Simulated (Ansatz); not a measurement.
ZrO2 (P4_2/nmc) from a database structure: a single-point calculation in Ansatz (r2SCAN+SOC). The cell was relaxed with r2SCAN and then strained (uniaxial +1.0 % along z, other directions held), with the atoms relaxed again with r2SCAN; k points keep the names of the unstrained zone.

Input file:
```yaml
crystal:
  lattice:
    - [3.6010285391, 0.0, 0.0]
    - [0.0, 3.6010285391, 0.0]
    - [0.0, 0.0, 5.2794314126]
  atoms:
    - { symbol: Zr, position: [0.0, 0.0, 0.0] }
    - { symbol: Zr, position: [0.5, 0.5, 0.5] }
    - { symbol: O, position: [0.0, 0.5, 0.3063311132] }
    - { symbol: O, position: [0.0, 0.5, 0.8063311132] }
    - { symbol: O, position: [0.5, 0.0, 0.6936688868] }
    - { symbol: O, position: [0.5, 0.0, 0.1936688868] }
kpoints:
  mp_grid: { grid: [8, 8, 6] }
  band_path:
    path:
      - [0.0, 0.0, 0.0]
      - [0.0, 0.5, 0.0]
      - [0.5, 0.5, 0.0]
      - [0.0, 0.0, 0.5]
      - [0.0, 0.5, 0.5]
      - [0.5, 0.5, 0.5]
      - [0.0, 0.0, 0.489583]
    npoints: 1
hamiltonian:
  xc: r2scan
scf:
  occupations: { method: fixed }
  n_extra_bands: 10
magnetization:
  noncollinear: true
  spin_orbit: true
output:
  forces: true
  stress: true
  eigenvalues: true
```

Wall time 19 s on 1 × NVIDIA H100 80GB HBM3 with 2 threads of AMD EPYC 7R13 Processor (Zen 3), on a shared host, load about 3.1 per core; peak host memory 1.1 GiB.

Main lines of the log:
```
scf.n_extra_bands = 10 over 48 filled bands (N_el = 48.0): the run solves 58 bands
Functional definition: r2SCAN
Crystal: 6 atoms, lattice volume = 68.461 Å³
Basis set: ecut = 500 eV, 1787 PW (Γ)
Symmetry: 16 space group operations + 16 with time reversal
Magnetic group: BNS 137.508 (UNI 1168)
k-points: 60 of 384
Projection manifold: j_resolved (fully-relativistic pseudo-atomic orbitals)
preconditioner: auto → Resta (q_TF=auto, 2.572 Å⁻¹)  ε∞=3.8  [insulator: Δε(μ)=4.975 eV  ℏωp=29.8 eV]
NSCF: frozen V_eff on 7 k-points
SCF converged after 8 iterations
Free energy (F): -10666.126885 eV
Fermi energy:    10.562373 eV
--- Per-component energies (eV) ---
  E_band       = -193.871211
  E_kinetic    = 1376.859052
  E_local      = -2372.736651
  E_nonlocal   = 339.423438
  E_hartree    = 784.208372
  E_xc         = -610.512104
  E_vxc        = -851.881094
  E_paw        = -6568.904479
  E_vpaw       = -305.805997
  E_vtau       = 51.849197
  E_ewald      = -3614.010443
  E_core_change = -0.458115
--- Forces (eV/Å), atoms counted from 1 ---
  atom   1  Zr      0.00000      0.00000      0.00000
  atom   2  Zr      0.00000      0.00000      0.00000
  atom   3  O       0.00000      0.00000    -0.00230
  atom   4  O       0.00000      0.00000    -0.00230
  atom   5  O       0.00000      0.00000      0.00230
  atom   6  O       0.00000      0.00000      0.00230
--- Stress (GPa, compression-positive) ---
       -0.529782       0.000000       0.000000
        0.000000      -0.529782       0.000000
        0.000000       0.000000      -2.729305
  P = ⅓ Tr σ = -1.2630 GPa (-12.630 kbar)
```

Levels at the listed points, from bands.tsv (eV from the Fermi energy, bands near the gap, counted from 0):
```tsv
# k_distance	band_38	band_39	band_40	band_41	band_42	band_43	band_44	band_45	band_46	band_47	band_48	band_49	band_50	band_51	band_52	band_53	band_54	band_55
# fermi_ev = 10.562373
# [0, 0, 0] at k_distance = 0.000000
# [0, 0.5, 0] at k_distance = 0.872415
# [0.5, 0.5, 0] at k_distance = 1.744831
# [0, 0, 0.5] at k_distance = 3.114618
# [0, 0.5, 0.5] at k_distance = 3.987033
# [0.5, 0.5, 0.5] at k_distance = 4.859449
# [0, 0, 0.489583] at k_distance = 6.093293
# levels_relative_to = fermi_ev
0.000	-1.319	-1.319	-0.851	-0.851	-0.206	-0.206	-0.077	-0.077	-0.070	-0.070	4.651	4.651	5.132	5.132	5.768	5.768	5.987	5.987
0.872	-2.009	-2.009	-1.414	-1.414	-1.414	-1.414	-0.142	-0.142	-0.142	-0.142	5.006	5.006	5.006	5.006	5.938	5.938	5.938	5.938
1.745	-1.046	-1.046	-0.816	-0.816	-0.816	-0.816	-0.482	-0.482	-0.482	-0.482	5.657	5.657	5.657	5.657	6.075	6.075	6.075	6.075
3.115	-2.656	-2.656	-0.581	-0.581	-0.581	-0.581	0.000	0.000	0.000	0.000	5.165	5.165	5.165	5.165	5.798	5.798	5.798	5.798
3.987	-1.783	-1.783	-1.310	-1.310	-1.310	-1.310	-0.803	-0.803	-0.803	-0.803	5.083	5.083	5.083	5.083	5.440	5.440	5.440	5.440
4.859	-1.745	-1.745	-1.482	-1.482	-1.482	-1.482	-0.077	-0.077	-0.077	-0.077	5.694	5.694	5.694	5.694	6.267	6.267	6.267	6.267
6.093	-2.588	-2.588	-0.581	-0.581	-0.581	-0.581	0.000	0.000	0.000	0.000	5.146	5.146	5.183	5.183	5.783	5.783	5.812	5.812
```
In order the rows are Γ, X, M, Z, R, A, Γ–Z (0.98).

With r2SCAN+SOC the valence top lies at Γ–Z (0.98 of the way from Γ) and the conduction bottom at Γ, 4.65 eV higher; the smallest vertical gap, at Γ, is 4.72 eV. The mean pressure at these positions is -1.26 GPa, compression counted positive.

Calculated for a static, non-magnetic cell.
